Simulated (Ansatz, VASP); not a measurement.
# V, level by level in two programs

```
V
1.0
    -1.51435    1.51435    1.51435
     1.51435   -1.51435    1.51435
     1.51435    1.51435   -1.51435
V
1
Direct
  0.00000 0.00000 0.00000
```

Single points on this cell with VASP 6.6.1 and Ansatz 0.2.0. Each row is one pair of runs. Alike in all rows: spin: collinear, typed start; k mesh: 12 × 12 × 12; VASP's potentials, cutoff: VASP PAW PBE potentials, release 64 (V_sv), 520 eV; Ansatz's potentials, cutoff: Ansatz PAW, 420 eV.

```tsv
level	smearing	gap on the k mesh at the Fermi level (eV), VASP	gap on the k mesh at the Fermi level (eV), Ansatz	pressure (GPa), VASP	pressure (GPa), Ansatz	net moment per atom (μB), VASP	net moment per atom (μB), Ansatz
PBE	gaussian, width 0.013 eV	none	none	-5.1	-5.2	0.12	0.12
PBE	gaussian, width 0.014 eV	none	none	-5.0	-5.2	0.12	0.12
PBE	gaussian, width 0.015 eV	none	none	-5.0	-5.2	0.12	0.12
PBE	gaussian, width 0.016 eV	none	none	-5.2	-5.2	0.12	0.12
PBE	gaussian, width 0.017 eV	none	none	-5.0	-5.2	0.12	0.12
PBE	gaussian, width 0.018 eV	none	none	-5.0	-5.2	0.12	0.12
PBE	gaussian, width 0.022 eV	none	none	-5.0	-5.2	0.13	0.12
PBE	gaussian, width 0.023 eV	none	none	-5.1	-5.2	0.13	0.12
```

Pressure (GPa): the two programs differ by at most 0.18; net moment per atom (μB): the two programs differ by at most 0.005.

A gap of «none» marks a metal or a gap that the smearing closes.

Caveats: the starting moments weren't kept (Ansatz).
